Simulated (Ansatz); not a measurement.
Runs of Ansatz 0.2.0 on Zn. The structure is cubic, space group Fm-3m (No. 225). The conventional cell has a = 3.930 Å, b = 3.930 Å, c = 3.930 Å, α = 90.00°, β = 90.00°, γ = 90.00°. Zn (site symmetry m-3m) has 12 Zn at 2.78 Å as nearest neighbours. This isn't the form of Zn at room conditions, which is hcp.

```csv
task,level,potentials or basis,spin,cutoff (eV),smearing,basis error allowed,gap on the mesh (eV),pressure (GPa)
band structure,PBEsol,"all-electron LAPW, non-relativistic",off,239,fermi-dirac 0.05 eV,0.001 eV/atom,-,-3.5
band structure,LDA,"all-electron LAPW, scalar-relativistic",off,240,fermi-dirac 0.05 eV,0.001 eV/atom,-,(a)
single point,PBEsol,"all-electron LAPW, scalar-relativistic",off,240,fermi-dirac 0.05 eV,0.001 eV/atom,none,-5.2
band structure,LDA,"all-electron LAPW, inner shells corrected to Dirac's equation",off,221,cold 0.1 eV,0.002 eV/atom,-,-8.6
band structure,BLYP+D4,"all-electron LAPW, scalar-relativistic","collinear, random start",259,fermi-dirac 0.15 eV,0.0005 eV/atom,-,-0.2
band structure,PBEsol,"all-electron LAPW, inner shells corrected to Dirac's equation",off,240,fermi-dirac 0.05 eV,0.001 eV/atom,-,-5.2
single point,LDA,"all-electron LAPW, scalar-relativistic",off,240,methfessel-paxton 0.1 eV,0.001 eV/atom,none,-8.6
single point,PBEsol,"all-electron LAPW, scalar-relativistic",off,240,gaussian 0.1 eV,0.001 eV/atom,none,-5.2
```

Alike in all rows: cell as given; k mesh 12 × 12 × 12.

Estimate the missing entries.

(a) -8.5.

Caveats: pairwise dispersion overbinds metals, which lowers pressure and volume (some runs).

A k mesh can miss the band edges.

A gap of «none» marks a metal or a gap under the smearing width.

Not every run made on this cell is shown here.
